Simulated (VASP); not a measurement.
# AlP (F-43m) in VASP: a series of runs

One crystal, AlP, is run at these levels: PBE, PBEsol; tasks: equation of state.

Everything below comes from runs of VASP 6.6.1. Logs are shortened: lines on timing, memory, paths and dates and some standing lists are left out, and cuts for length are marked.

### Step 1. Starting point

The structure is cubic, space group F-43m (No. 216). The conventional cell has a = 5.451 Å, b = 5.451 Å, c = 5.451 Å, α = 90.00°, β = 90.00°, γ = 90.00°. Around P (site symmetry -43m) lie 4 Al at 2.36 Å. Al (site symmetry -43m) is surrounded by 4 P at 2.36 Å.

### Step 2. Equation of state, PBE, 19.03 Å³/atom (volume scaled by 0.94)

Contents of INCAR:

```
  PREC = Accurate
  ENCUT = 520
  EDIFF = 1E-7
  ISMEAR = -1
  SIGMA = 0.05
  LREAL = F
  LASPH = T
  NELM = 100
  ALGO = Normal
  ISIF = 2
  LWAVE = F
  LCHARG = F
  GGA = PE
  NBANDS = 11
```

Contents of KPOINTS:

```
regular mesh
0
Gamma
  8 8 8
```

Contents of POSCAR:

```
AlP
1.0
    0.0000000000      2.6698619393      2.6698619393
    2.6698619393      0.0000000000      2.6698619393
    2.6698619393      2.6698619393      0.0000000000
P Al
1 1
Direct
    0.7500000000      0.7500000000      0.7500000000
    0.0000000000      0.0000000000      0.0000000000
```

Potentials or basis: VASP PAW PBE potentials, release 64 (P, Al).

Launch:

```console
> cat potpaw_PBE.64/P/POTCAR potpaw_PBE.64/Al/POTCAR > POTCAR
> mpirun -np 1 vasp_std > vasp.out
```

OUTCAR:

```text
PREC = Accurate
   ENCUT = 520
   EDIFF = 1E-7
   ISMEAR = -1
   LREAL = F
   LASPH = T
   NELM = 100
   ISIF = 2
   GGA = PE

 ion  position               nearest neighbor table
   1  0.750  0.750  0.750-   2 2.31   2 2.31   2 2.31   2 2.31
   2  0.000  0.000  0.000-   1 2.31   1 2.31   1 2.31   1 2.31

  LATTYP: Found a face centered cubic cell.
 ALAT       =     5.3397238786

  Lattice vectors:

 A1 = (   0.0000000000,   2.6698619393,   2.6698619393)
 A2 = (   2.6698619393,   0.0000000000,   2.6698619393)
 A3 = (   2.6698619393,   2.6698619393,   0.0000000000)

Analysis of symmetry for initial positions (statically):
=====================================================================
 Subroutine PRICEL returns:
 Original cell was already a primitive cell.

 Routine SETGRP: Setting up the symmetry group for a
 face centered cubic supercell.

 Subroutine GETGRP returns: Found 24 space group operations
 (whereof 24 operations were pure point group operations)
 out of a pool of 48 trial point group operations.

The static configuration has the point symmetry T_d .

Analysis of symmetry for dynamics (positions and initial velocities):
=====================================================================
 Subroutine PRICEL returns:
 Original cell was already a primitive cell.

 Routine SETGRP: Setting up the symmetry group for a
 face centered cubic supercell.

 Subroutine GETGRP returns: Found 24 space group operations
 (whereof 24 operations were pure point group operations)
 out of a pool of 48 trial point group operations.

The dynamic configuration has the point symmetry T_d .

 Subroutine INISYM returns: Found 24 space group operations
 (whereof 24 operations are pure point group operations),
 and found     1 'primitive' translations

----------------------------------------------------------------------------------------

                                     Primitive cell

  volume of cell :      38.0624

  direct lattice vectors                    reciprocal lattice vectors
     0.000000000  2.669861939  2.669861939    -0.187275601  0.187275601  0.187275601
     2.669861939  0.000000000  2.669861939     0.187275601 -0.187275601  0.187275601
     2.669861939  2.669861939  0.000000000     0.187275601  0.187275601 -0.187275601

  length of vectors
     3.775754964  3.775754964  3.775754964     0.324370856  0.324370856  0.324370856

  position of ions in fractional coordinates (direct lattice)
     0.750000000  0.750000000  0.750000000
     0.000000000  0.000000000  0.000000000

  ion indices of the primitive-cell ions
   primitive index   ion index
                 1           1
                 2           2

----------------------------------------------------------------------------------------

 KPOINTS: regular mesh

Automatic generation of k-mesh.
 Grid dimensions read from file:
 generate k-points for:    8    8    8

 Generating k-lattice:

  Cartesian coordinates                     Fractional coordinates (reciprocal lattice)
    -0.023409450  0.023409450  0.023409450     0.125000000  0.000000000  0.000000000
     0.023409450 -0.023409450  0.023409450     0.000000000  0.125000000  0.000000000
     0.023409450  0.023409450 -0.023409450     0.000000000  0.000000000  0.125000000

  Length of vectors
     0.040546357  0.040546357  0.040546357

  Shift w.r.t. Gamma in fractional coordinates (k-lattice)
     0.000000000  0.000000000  0.000000000

 Subroutine IBZKPT returns following result:
 ===========================================

 Found     29 irreducible k-points:

 Following reciprocal coordinates:
            Coordinates               Weight
  0.000000  0.000000  0.000000      1.000000
  0.125000  0.000000  0.000000      8.000000
  0.250000  0.000000  0.000000      8.000000
  0.375000  0.000000  0.000000      8.000000
  0.500000  0.000000  0.000000      4.000000
  0.125000  0.125000  0.000000      6.000000
[... 21 lines left out ...]
 -0.375000  0.500000  0.125000     12.000000
 -0.250000  0.500000  0.250000      6.000000
   k-points           NKPTS =     29   k-points in BZ     NKDIM =     29   number of bands    NBANDS=     11
   number of dos      NEDOS =    301   number of ions     NIONS =      2
   total plane-waves  NPLWV =  21952
   dimension x,y,z NGX =    28 NGY =   28 NGZ =   28
   dimension x,y,z NGXF=    56 NGYF=   56 NGZF=   56
   ions per type =               1   1
   NGX,Y,Z   is equivalent  to a cutoff of  12.33, 12.33, 12.33 a.u.
   NGXF,Y,Z  is equivalent  to a cutoff of  24.66, 24.66, 24.66 a.u.
 SYSTEM =  unknown system
   PREC   = accura    normal or accurate (medium, high low for compatibility)
   ISTART =      0    job   : 0-new  1-cont  2-samecut
   ICHARG =      2    charge: 1-file 2-atom 10-const
   ISPIN  =      1    spin polarized calculation?
   LNONCOLLINEAR =      F non collinear calculations
   LSORBIT =      F    spin-orbit coupling
   LASPH  =      T    aspherical Exc in radial PAW
   ENCUT  =  520.0 eV  38.22 Ry    6.18 a.u.   7.02  7.02  7.02*2*pi/ulx,y,z
   NELM   =    100;   NELMIN=  2; NELMDL= -5     # of ELM steps
   EDIFF  = 0.1E-06   stopping-criterion for ELM
   LREAL  =      F    real-space projection
   EDIFFG = 0.1E-05   stopping-criterion for IOM
   NSW    =      0    number of steps for IOM
   IBRION =     -1    ionic relax: 0-MD 1-quasi-New 2-CG
   NFREE  =      0    steps in history (QN), initial steepest desc. (CG)
   ISIF   =      2    stress and relaxation
   ISYM   =      2    0-nonsym 1-usesym 2-fastsym
   POTIM  = 0.5000    time-step for ionic-motion
   TEBEG  =    0.0;   TEEND  =   0.0 temperature during run
   PSTRESS=    0.0 pullay stress
   NELECT =       8.0000    total number of electrons
   NUPDOWN=      -1.0000    fix difference up-down
   EMIN   =  10.00;   EMAX   =-10.00  energy-range for DOS
   EFERMI =   0.00;   METHOD = LEGACY
   ISMEAR =    -1;   SIGMA  =   0.05  broadening in eV -4-tet -1-fermi 0-gaus
   EFERMI_NEDOS =   21; number of points for ismear=-14 and -15
   IALGO  =     38    algorithm
   IMIX   =      4    mixing-type and parameters
     AMIX     =   0.40;   BMIX     =  1.00
     AMIX_MAG =   1.60;   BMIX_MAG =  1.00
  volume/ion in A,a.u.               =      19.03       128.43
  Fermi-wavevector in a.u.,A,eV,Ry     =   0.973358  1.839380 12.890516  0.947426
  Thomas-Fermi vector in A             =   2.103731
   LORBIT       =      0    0 simple, 1 ext, 2 COOP (PROOUT), +10 PAW based schemes
   GGA     = PE    functional components
   LHFCALC =     F    Hartree Fock is set to
   AEXX    =    0.0000 exact exchange contribution
   IVDW    =     0    specifies the selected vdW correction
   LEPSILON=     F    determine dielectric tensor
   LRPA    =     F    only Hartree local field effects (RPA)
 non-spin polarized calculation
  energy-cutoff  :      520.00
  volume of cell :       38.06
 maximum number of plane-waves:      1036
   NGX = 13   NGY = 13   NGZ = 13

 number of electron       7.9999999 magnetization

 Free energy of the ion-electron system (eV)
  ---------------------------------------------------
  ext. energy  EPLUGINS =         0.00000000
  ---------------------------------------------------
  free energy    TOTEN  =       -10.27940010 eV

  energy without entropy =      -10.27940009  energy(sigma->0) =      -10.27940010

 E-fermi :   5.9405     XC(G=0):  -9.4712

 val. band max:        5.2122427806   @ k =   0.0000   0.0000   0.0000
 cond. band min:       6.6502782999   @ k =   0.5000   0.5000   0.0000
 fundamental gap:      1.4380355193
 Fermi energy:         5.9405472488

 k-point     1 :       0.0000    0.0000    0.0000
  band No.  band energies     occupation
      1      -6.6903      2.00000
      2       5.2122      2.00000
      3       5.2122      2.00000
      4       5.2122      2.00000
      5       9.0987      0.00000
      6       9.8655      0.00000
      7       9.8655      0.00000
      8       9.8655      0.00000
      9      14.1201      0.00000
     10      14.1201      0.00000
     11      15.9858      0.00000

 k-point     2 :       0.1250    0.0000    0.0000
  band No.  band energies     occupation
      1      -6.5045      2.00000
      2       3.9640      2.00000
      3       5.0546      2.00000
      4       5.0546      2.00000
      5       9.2892      0.00000
      6      10.1672      0.00000
      7      10.1672      0.00000
      8      10.6301      0.00000
      9      13.6073      0.00000
     10      13.6073      0.00000
     11      16.5435      0.00000

 k-point     3 :       0.2500    0.0000    0.0000
  band No.  band energies     occupation
      1      -5.9784      2.00000
      2       1.9127      2.00000
      3       4.7444      2.00000
      4       4.7444      2.00000
      5       8.8060      0.00000
      6      10.4582      0.00000
      7      10.4582      0.00000
      8      12.5959      0.00000
      9      13.6134      0.00000
     10      13.6134      0.00000
     11      15.8686      0.00000

 k-point     4 :       0.3750    0.0000    0.0000
  band No.  band energies     occupation
      1      -5.2598      2.00000
      2       0.1550      2.00000
      3       4.4986      2.00000
      4       4.4986      2.00000
      5       8.4164      0.00000
      6      10.2081      0.00000
      7      10.2081      0.00000
      8      13.6497      0.00000
      9      15.1142      0.00000
     10      15.1142      0.00000
     11      16.3648      0.00000

 k-point     5 :       0.5000    0.0000    0.0000
  band No.  band energies     occupation
      1      -4.8411      2.00000
      2      -0.6235      2.00000
      3       4.4100      2.00000
      4       4.4100      2.00000
      5       8.2787      0.00000
      6      10.0432      0.00000
      7      10.0432      0.00000
      8      13.6637      0.00000
      9      16.9581      0.00000
     10      16.9581      0.00000
     11      17.6664      0.00000
[... 281 lines left out ...]
 k-point    26 :      -0.3750    0.3750    0.1250
  band No.  band energies     occupation
      1      -4.2065      2.00000
      2       0.0645      2.00000
      3       1.7861      2.00000
      4       2.8904      2.00000
      5       8.5945      0.00000
      6      10.5835      0.00000
      7      11.9476      0.00000
      8      13.8776      0.00000
      9      15.1804      0.00000
     10      17.6373      0.00000
     11      18.8456      0.00000

 k-point    27 :      -0.2500    0.3750    0.1250
  band No.  band energies     occupation
      1      -4.3471      2.00000
      2       0.2119      2.00000
      3       1.6187      2.00000
      4       3.2429      2.00000
      5       9.0842      0.00000
      6      10.9914      0.00000
      7      11.6855      0.00000
      8      13.3784      0.00000
      9      14.7087      0.00000
     10      15.9490      0.00000
     11      20.5765      0.00000

 k-point    28 :      -0.3750    0.5000    0.1250
  band No.  band energies     occupation
      1      -4.0775      2.00000
      2      -0.1435      2.00000
      3       2.3671      2.00000
      4       2.5182      2.00000
      5       7.8052      0.00000
      6       8.8443      0.00000
      7      14.1835      0.00000
      8      14.5925      0.00000
      9      16.9658      0.00000
     10      17.5353      0.00000
     11      19.0007      0.00000

 k-point    29 :      -0.2500    0.5000    0.2500
  band No.  band energies     occupation
      1      -4.0466      2.00000
      2       0.1197      2.00000
      3       1.7826      2.00000
      4       2.1725      2.00000
      5       9.5417      0.00000
      6      11.3952      0.00000
      7      11.4796      0.00000
      8      11.8196      0.00000
      9      17.0413      0.00000
     10      17.5416      0.00000
     11      19.0796      0.00000

------------------------ aborting loop because EDIFF is reached ----------------------------------------

  FORCE on cell =-STRESS in cart. coord.  units (eV):
  Direction    XX          YY          ZZ          XY          YZ          ZX
  --------------------------------------------------------------------------------------
  -------------------------------------------------------------------------------------
  Total        2.1829212      2.1829212      2.1829212      0.0000000      0.0000000      0.0000000
  in kB       91.8866125     91.8866125     91.8866125      0.0000000      0.0000000      0.0000000
  external PRESSURE =      91.8866125 kB  Pullay stress =       0.0000000 kB

 VOLUME and BASIS-vectors are now :
 -----------------------------------------------------------------------------
  energy-cutoff  :      520.00
  volume of cell :       38.06
      direct lattice vectors                 reciprocal lattice vectors
     0.000000000  2.669861939  2.669861939    -0.187275601  0.187275601  0.187275601
     2.669861939  0.000000000  2.669861939     0.187275601 -0.187275601  0.187275601
     2.669861939  2.669861939  0.000000000     0.187275601  0.187275601 -0.187275601

 POSITION                                       TOTAL-FORCE (eV/Angst)
 -----------------------------------------------------------------------------------
      4.00479      4.00479      4.00479         0.000000      0.000000      0.000000
      0.00000      0.00000      0.00000        -0.000000     -0.000000     -0.000000
 -----------------------------------------------------------------------------------
    total drift:                                0.000000      0.000000      0.000000

  FREE ENERGIE OF THE ION-ELECTRON SYSTEM (eV)
  ---------------------------------------------------
  free  energy   TOTEN  =       -10.2794001023 eV

  energy  without entropy=      -10.2794000896  energy(sigma->0) =      -10.27940010
```

Run time: 7.7 s. Hardware: 1 thread of AMD EPYC 9R45 (Zen 5), shared host; peak memory 0.12 GiB.

Results:

| Property | Result |
| --- | --- |
| Free energy | -10.2794 eV |
| Pressure | 9.2 GPa |
| Band gap on the k mesh | 1.44 eV, indirect (least direct gap 3.68 eV) |

### Step 3. Equation of state, PBE, 19.44 Å³/atom (volume scaled by 0.96)

Contents of INCAR:

```
PREC = Accurate ; ENCUT = 520
EDIFF = 1E-7 ; ISMEAR = -1
SIGMA = 0.05 ; LREAL = False
LASPH = True ; NELM = 80
ALGO = Normal ; ISIF = 2
LWAVE = False ; LCHARG = False
GGA = PE ; NBANDS = 11
```

KPOINTS is that of step 2.

Contents of POSCAR:

```
AlP
1.0
    0.0000000000      2.6886644034      2.6886644034
    2.6886644034      0.0000000000      2.6886644034
    2.6886644034      2.6886644034      0.0000000000
P Al
1 1
Direct
    0.7500000000      0.7500000000      0.7500000000
    0.0000000000      0.0000000000      0.0000000000
```

Potentials or basis: VASP PAW PBE potentials, release 64 (P, Al).

Launch:

```console
> cat potpaw_PBE.64/P/POTCAR potpaw_PBE.64/Al/POTCAR > POTCAR
> mpirun -np 1 vasp_std > vasp.out
```

Wall time 7.5 s (1 thread of AMD EPYC 9R45 (Zen 5), shared host); peak memory 0.12 GiB.

The run converged. Its results:

```yaml
Free_energy: -10.3197 eV
Pressure: 6.8 GPa
Band_gap_on_the_k_mesh: 1.48 eV, indirect (least direct gap 3.68 eV)
```

### Step 4. Equation of state, PBE, 19.84 Å³/atom (volume scaled by 0.98)

Contents of INCAR:

```
SYSTEM = AlP
PREC = Accurate
ENCUT = 520
EDIFF = 1E-7
ISMEAR = -1
SIGMA = 0.05
LREAL = .False.
LASPH = .True.
NELM = 60
ALGO = Normal
ISIF = 2
LWAVE = .False.
LCHARG = .False.
GGA = PE
NBANDS = 11
```

Contents of KPOINTS:

```
Automatic mesh
0
Gamma
  8 8 8
  0 0 0
```

Contents of POSCAR:

```
AlP
1.0
    0.0000000000      2.7072075025      2.7072075025
    2.7072075025      0.0000000000      2.7072075025
    2.7072075025      2.7072075025      0.0000000000
P Al
1 1
Direct
    0.7500000000      0.7500000000      0.7500000000
    0.0000000000      0.0000000000      0.0000000000
```

Launch:

```console
> cat potpaw_PBE.64/P/POTCAR potpaw_PBE.64/Al/POTCAR > POTCAR
> mpirun -np 1 vasp_std > vasp.out
```

Run time: 8.7 s. Hardware: 1 thread of AMD EPYC 9R45 (Zen 5), shared host; peak memory 0.12 GiB.

It converged, with:

| Property | Result |
| --- | --- |
| Free energy | -10.3485 eV |
| Pressure | 4.6 GPa |
| Band gap on the k mesh | 1.53 eV, indirect (least direct gap 3.52 eV) |

### Step 5. Equation of state, PBE, 20.65 Å³/atom (volume scaled by 1.02)

Contents of INCAR:

```
PREC = Accurate
ENCUT = 520
EDIFF = 1E-7
ISMEAR = -1
SIGMA = 0.05
LREAL = False
LASPH = True
NELM = 100
ALGO = Normal
ISIF = 2
LWAVE = False
LCHARG = False
GGA = PE
NBANDS = 11
```

Contents of KPOINTS:

```
Automatic mesh
0
Gamma
  8 8 8
```

Contents of POSCAR:

```
AlP
1.0
    0.0000000000      2.7435501949      2.7435501949
    2.7435501949      0.0000000000      2.7435501949
    2.7435501949      2.7435501949      0.0000000000
P Al
1 1
Direct
    0.7500000000      0.7500000000      0.7500000000
    0.0000000000      0.0000000000      0.0000000000
```

Launch:

```console
> cat potpaw_PBE.64/P/POTCAR potpaw_PBE.64/Al/POTCAR > POTCAR
> mpirun -np 1 vasp_std > vasp.out
```

Wall time 10 s (1 thread of AMD EPYC 9R45 (Zen 5), shared host); peak memory 0.13 GiB.

The run converged. Its results:

| Quantity | Value |
| --- | --- |
| Free energy | -10.3757 eV |
| Pressure | 0.9 GPa |
| Band gap on the k mesh | 1.61 eV, indirect (least direct gap 3.18 eV) |

### Step 6. Equation of state, PBE, 21.06 Å³/atom (volume scaled by 1.04)

Contents of INCAR:

```
SYSTEM = AlP
PREC = Accurate ; ENCUT = 520
EDIFF = 1E-7 ; ISMEAR = -1
SIGMA = 0.05 ; LREAL = .False.
LASPH = .True. ; NELM = 100
ALGO = Normal ; ISIF = 2
LWAVE = .False. ; LCHARG = .False.
GGA = PE ; NBANDS = 11
```

Contents of KPOINTS:

```
regular mesh
0
Gamma
  8 8 8
  0 0 0
```

Contents of POSCAR:

```
AlP
1.0
    0.0000000000      2.7613659551      2.7613659551
    2.7613659551      0.0000000000      2.7613659551
    2.7613659551      2.7613659551      0.0000000000
P Al
1 1
Direct
    0.7500000000      0.7500000000      0.7500000000
    0.0000000000      0.0000000000      0.0000000000
```

Potentials or basis: VASP PAW PBE potentials, release 64 (P, Al).

Launch:

```console
> cat potpaw_PBE.64/P/POTCAR potpaw_PBE.64/Al/POTCAR > POTCAR
> mpirun -np 1 vasp_std > vasp.out
```

Wall time 10 s (1 thread of AMD EPYC 9R45 (Zen 5), shared host); peak memory 0.13 GiB.

It converged, with:

| Item | Value |
| --- | --- |
| Free energy | -10.3760 eV |
| Pressure | -0.8 GPa |
| Band gap on the k mesh | 1.65 eV, indirect (least direct gap 3.01 eV) |

### Step 7. Equation of state, PBE, 21.46 Å³/atom (volume scaled by 1.06)

Contents of INCAR:

```
SYSTEM = AlP
  PREC = Accurate
  ENCUT = 520
  EDIFF = 1E-7
  ISMEAR = -1
  SIGMA = 0.05
  LREAL = .FALSE.
  LASPH = .TRUE.
  NELM = 60
  ALGO = Normal
  ISIF = 2
  LWAVE = .FALSE.
  LCHARG = .FALSE.
  GGA = PE
  NBANDS = 11
```

Contents of KPOINTS:

```
regular mesh
0
G
  8 8 8
  0 0 0
```

Contents of POSCAR:

```
AlP
1.0
    0.0000000000      2.7789547475      2.7789547475
    2.7789547475      0.0000000000      2.7789547475
    2.7789547475      2.7789547475      0.0000000000
P Al
1 1
Direct
    0.7500000000      0.7500000000      0.7500000000
    0.0000000000      0.0000000000      0.0000000000
```

Launch:

```console
> cat potpaw_PBE.64/P/POTCAR potpaw_PBE.64/Al/POTCAR > POTCAR
> mpirun -np 1 vasp_std > vasp.out
```

Wall time 8.8 s (1 thread of AMD EPYC 9R45 (Zen 5), shared host); peak memory 0.13 GiB.

The run converged. Its results:

```yaml
Free_energy: -10.3685 eV
Pressure: -2.2 GPa
Band_gap_on_the_k_mesh: 1.68 eV, indirect (least direct gap 2.85 eV)
```

### Step 8. Equation of state, PBE

This step only gathers the single runs of the series.

Results:

```
Equilibrium volume                      : 20.87 Å³/atom
Bulk modulus                            : 83 GPa
Pressure derivative of the bulk modulus : 4.1
```

Energy against volume, from the lowest point:
| volume (Å³/atom) | energy (meV/atom) |
| --- | --- |
| 19.031 | 48.28 |
| 19.436 | 28.11 |
| 19.841 | 13.72 |
| 20.246 | 4.56 |
| 20.651 | 0.14 |
| 21.056 | 0.00 |
| 21.461 | 3.74 |

PBE usually gives volumes a little too large and moduli too small. Zero-point motion and thermal expansion aren't in these numbers.

(Part 1 of 2 ends here.)
